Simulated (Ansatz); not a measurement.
# Au in Ansatz: the effect of functional

The system is Au.

```
Au
1.0
     1.43899   -2.60606    0.00000
     1.43899    2.60606    0.00000
     0.00000    0.00000    4.98914
Au
2
Direct
  0.33467 0.66533 0.25000
  0.66533 0.33467 0.75000
```

This isn't the form of Au at room conditions, which is fcc.

The cell isn't the ideal one: volume scaled by 1.06.

Alike in all runs:

| Property | Result |
| --- | --- |
| Program | Ansatz 0.2.0 |
| Task | single point |
| Potentials or basis | Ansatz PAW |
| k mesh | 11 × 11 × 6 |
| Occupations | fermi-dirac, width 0.05 eV |
| Spin | no spin polarisation |

| functional | cutoff | pressure (GPa) |
| --- | --- | --- |
| LDA | 420 eV (not typed: the program's choice for these potentials) | -16.1 |
| PBEsol | 420 eV (not typed: the program's choice for these potentials) | ? |
| r2SCAN | 500 eV (not typed: the program's choice for these potentials) | -7.7 |

What does the run with functional PBEsol give?

Pressure -12.1 GPa.

Caveats: the PAW data sets come from PBE, with cores solved anew for the run's functional, which leaves a small shift of forces and pressure.
